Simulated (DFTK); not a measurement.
# Ti (Im-3m) in DFTK: band structure with BJ06

Aim: the band structure of Ti with BJ06.

Program: DFTK 0.8.2. These are calculated values, not measurements. Logs are shortened: lines on timing, memory, paths and dates and some standing lists are left out, and cuts for length are marked.

### 1 The structure

Symmetry: Im-3m, No. 229, cubic system. Conventional cell: a = 3.282 Å, b = 3.282 Å, c = 3.282 Å, α = 90.00°, β = 90.00°, γ = 90.00°. Ti (site symmetry m-3m) is surrounded by 8 Ti at 2.84 Å.

This isn't the form of Ti at room conditions, which is hcp.

### 2 Band structure, BJ06

File run.jl:

```julia
using DFTK
using PseudoPotentialData
using Unitful, UnitfulAtomic
using LinearAlgebra, Printf
include("save.jl")
disable_threading()

lines     = readlines("Ti.xyz")
cell_ang  = reshape(parse.(Float64, split(match(r"Lattice=\"([^\"]+)\"", lines[2])[1])), 3, 3)
lattice   = austrip(1u"Å") * cell_ang
symbols   = [Symbol(split(l)[1]) for l in lines[3:end]]
positions = [round.(cell_ang \ parse.(Float64, split(l)[2:4]); digits=9) for l in lines[3:end]]
pseudopotentials = Dict(:Ti => "Ti.upf")
elements = Dict(s => ElementPsp(s, pseudopotentials; rcut=10.0) for s in unique(symbols))
atoms    = [elements[s] for s in symbols]

build_model(lattice, positions; symmetries=true) =
    model_DFT(lattice, atoms, positions;
              functionals=[:mgga_x_tb09, :lda_c_pw],
              temperature=austrip(0.05u"eV"),
              smearing=Smearing.FermiDirac(),
              symmetries)
Ecut  = 42.0  # hartree
kgrid = [10, 10, 10]
tol   = 1e-6
to_GPa = ustrip(uconvert(u"GPa", 1u"hartree/bohr^3"))

model = build_model(lattice, positions)
basis = PlaneWaveBasis(model; Ecut, kgrid)
display(basis)
scfres = self_consistent_field(basis;
                               tol,
                               nbandsalg=AdaptiveBands(model; n_bands_converge=11))
display(scfres.energies)
@printf "Fermi level: %.6f eV\n" ustrip(auconvert(u"eV", something(scfres.εF, NaN)))
println("Levels at the first k-point (eV): ", round.(ustrip.(auconvert.(u"eV", scfres.eigenvalues[1][1:scfres.n_bands_converge])); digits=4))
save_scf!(scfres)

points = Dict("G" => [0.0, 0.0, 0.0], "H" => [0.5, -0.5, 0.5], "P" => [0.25, 0.25, 0.25], "N" => [0.0, 0.0, 0.5])
segments = [("G", "H", 10), ("H", "N", 7), ("N", "G", 7), ("G", "P", 8), ("P", "H", 8), ("P", "N", 5)]
kcoords = vcat([[points[a] + t * (points[b] - points[a]) for t in range(0, 1, n)] for (a, b, n) in segments]...)
bands = compute_bands(scfres, ExplicitKpoints(kcoords); n_bands=13, tol=1e-5)
for (k, ε) in zip(bands.basis.kpoints, bands.eigenvalues)
    @printf "%d %8.4f %8.4f %8.4f " k.spin k.coordinate...
    println(join([@sprintf("%9.4f", e) for e in ustrip.(auconvert.(u"eV", ε .- scfres.εF))]))
end
results["band_energies"] = rows(bands.eigenvalues); results["band_kpoints"] = rows(kcoords)
```

File Ti.xyz:

```xyz
1
Lattice="-1.6410000000 1.6410000000 1.6410000000 1.6410000000 -1.6410000000 1.6410000000 1.6410000000 1.6410000000 -1.6410000000" Properties=species:S:1:pos:R:3 pbc="T T T"
Ti     0.0000000000      0.0000000000      0.0000000000
```

Potentials or basis: in-house norm-conserving set (r2SCAN, scalar relativistic).

On the command line:

```bash
> julia --threads=1 run.jl  # save.jl only writes the numbers to a file and isn't shown; printed stress counts tension as positive; times include loading and compiling
```

Output:

```text
[... set-up lines left out ...]
n     Energy            log10(ΔE)   log10(Δρ)   log10(Δτ)   Diag   Δtime
---   ---------------   ---------   ---------   ---------   ----   ------
  1   -51.13191423779                   -0.81        0.74    5.0    6.91s
  2   -50.80037343132   +   -0.48       -1.27       -0.03    3.0    4.06s
  3   -50.94079637884       -0.85       -1.51       -0.48    3.0    4.75s
  4   -50.88932582001   +   -1.29       -1.87       -0.88    2.1    4.11s
  5   -50.90077348016       -1.94       -2.28       -1.58    1.6    3.91s
  6   -50.89523851734   +   -2.26       -2.77       -1.83    1.6    3.41s
  7   -50.89690053421       -2.78       -3.25       -2.41    1.6    4.16s
  8   -50.89665122682   +   -3.60       -3.32       -3.15    2.1    4.21s
  9   -50.89685459705       -3.69       -3.46       -3.32    1.3    4.09s
 10   -50.89689692278       -4.37       -3.51       -3.87    1.0    2.61s
 11   -50.89686960898   +   -4.56       -3.49       -4.23    1.0    3.88s
 12   -50.89710532443       -3.63       -3.79       -3.23    1.5    3.99s
 13   -50.89715804202       -4.28       -3.97       -3.77    1.1    3.97s
 14   -50.89723061450       -4.14       -4.29       -3.74    2.0    3.33s
 15   -50.89728531369       -4.26       -4.97       -3.82    2.0    4.49s
 16   -50.89730537715       -4.70       -4.86       -4.27    3.0    4.56s
 17   -50.89731140928       -5.22       -4.69       -4.78    1.1    3.73s
 18   -50.89729215258   +   -4.72       -5.19       -4.33    2.1    3.44s
 19   -50.89729612883       -5.40       -5.10       -5.06    1.0    3.57s
 20   -50.89728656991   +   -5.02       -5.93       -4.63    2.0    4.10s
 21   -50.89728575438   +   -6.09       -6.19       -5.42    2.5    4.28s
Energy breakdown (in Ha):
    Kinetic             23.9810449
    AtomicLocal         -46.5109308
    AtomicNonlocal      1.1666456
    Ewald               -42.2478846
    PspCorrection       1.4795677
    Hartree             12.4599538
    Xc                  -1.2250336
    Entropy             -0.0006486

    total               -50.897285754383
Fermi level: 9.027333 eV
Levels at the first k-point (eV): [-46.9826, -23.1443, -23.1443, -23.1443, 3.6412, 9.8138, 9.8138, 9.8138, 11.4411, 11.4411, 26.6584]
1   0.0000   0.0000   0.0000  -56.0099 -32.1716 -32.1716 -32.1716  -5.3862   0.7865   0.7865   0.7865   2.4138   2.4138  17.6310  17.6310  17.6310
1   0.0556  -0.0556   0.0556  -56.0022 -32.1998 -32.1843 -32.1843  -5.1786   0.7723   0.7723   0.8599   2.2479   2.4764  17.1405  17.7931  17.7931
1   0.1111  -0.1111   0.1111  -55.9804 -32.2754 -32.2212 -32.2212  -4.5841   0.7564   0.7564   1.0739   1.7816   2.6445  16.2706  18.0021  18.0021
1   0.1667  -0.1667   0.1667  -55.9480 -32.3760 -32.2787 -32.2787  -3.6924   0.8024   0.8024   1.1000   1.4100   2.8723  15.5521  17.4616  17.4616
1   0.2222  -0.2222   0.2222  -55.9100 -32.4753 -32.3506 -32.3506  -2.6840   0.3161   0.9782   0.9782   1.8367   3.1533  15.0800  15.9899  15.9899
1   0.2778  -0.2778   0.2778  -55.8717 -32.5524 -32.4287 -32.4287  -1.8764  -0.4605   1.3299   1.3299   2.3095   3.6600  14.1588  14.1588  14.8124
[... 37 lines left out ...]
1   0.0625   0.0625   0.4375  -55.8789 -32.7994 -32.3953 -32.1998  -2.0799  -0.5439   1.1329   2.4707   2.7348   4.5088   8.6396  13.2165  15.4113
1   0.0000   0.0000   0.5000  -55.8803 -32.8248 -32.3781 -32.1760  -2.2994  -0.4943   1.5927   2.4228   2.7270   3.8529   8.6784  13.6230  16.7854
```

Run time: 1.9 min. Hardware: 1 thread of Intel Xeon at 2.70GHz, shared host; peak memory 1.6 GiB.

What came out:

| Quantity | Value |
| --- | --- |
| Band gap on the k mesh | none (metal or under the smearing width) |

Levels at the corners of the path, in eV from the Fermi level:
```csv
point,band 4,band 5,band 6,band 7,band 8,band 9
Γ,-32.17,-5.39,0.79,0.79,0.79,2.41
H,-32.62,-2.11,-2.11,3.52,3.52,3.52
N,-32.18,-2.30,-0.49,1.59,2.42,2.73
Γ,-32.17,-5.39,0.79,0.79,0.79,2.41
P,-32.49,-0.55,-0.55,-0.55,2.78,2.78
H,-32.62,-2.11,-2.11,3.52,3.52,3.52
P,-32.49,-0.55,-0.55,-0.55,2.78,2.78
N,-32.18,-2.30,-0.49,1.59,2.42,2.73
```

Caveat: the program leaves the constant c of mgga_x_tb09 at 1, so the potential is Becke-Johnson's (BJ06) and not Tran and Blaha's, with levels but no total energy; the potentials were made for another functional, which shifts forces and pressure.
